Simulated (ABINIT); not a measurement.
Runs of ABINIT 10.8.3 (patched build) on CoO. Symmetry: I4/mmm, No. 139, tetragonal system. Conventional cell: a = 3.016 Å, b = 3.016 Å, c = 4.214 Å, α = 90.00°, β = 90.00°, γ = 90.00°. Co (site symmetry 4/mmm) has 6 O at 2.11 to 2.13 Å as nearest neighbours. Around O (site symmetry 4/mmm) lie 6 Co at 2.11 to 2.13 Å. 

```tsv
task	level	cell	k mesh	cutoff (eV)	fine-grid cutoff	cell freedom (optcell)	cutoff smearing ecutsm (Ha)	optimiser (ionmov)	force stop (Ha/bohr)	mesh quality	gap on the mesh (eV)	pressure (GPa)	moment (μB)
single point	PBEsol	as given	12 × 12 × 12	707	1306.15 eV	-	-	-	-	not flagged	none	-9.3	2.94
single point	WC	as given	10 × 10 × 10	844	1442.2 eV	-	-	-	-	not flagged	none	-9.4	2.90
band structure	PBEsol	as given	10 × 10 × 10	707	1306.15 eV	-	-	-	-	not flagged	none	-9.4	(b)
relaxation of cell and atoms	PBEsol	relaxed	8 × 8 × 8	707	1306.15 eV	2	0.5	22	5e-05	coarse	none	0.0	2.81
single point	PBE	as given	12 × 12 × 12	707	1306.15 eV	-	-	-	-	not flagged	none	-0.4	(a)
```

Alike in all rows: potentials or basis JTH PAW PBE v2.0; spin collinear, ferromagnetic start; smearing fermi-dirac 0.05 eV.

Problem. Estimate the missing entries.

Solution. (a) 2.91; (b) 2.93.

Caveats: some runs use coarse meshes; a cell with one magnetic atom can't hold antiferromagnetic order, which such compounds often take; semilocal functionals often make such compounds metallic where correlation or magnetic order opens a gap, which also shifts bond lengths; the PAW data sets were made with another functional, which shifts forces and pressure a little (some runs).

A k mesh can miss the band edges.

A gap of «none» marks a metal or a gap under the smearing width.

Not every run made on this cell is shown here.
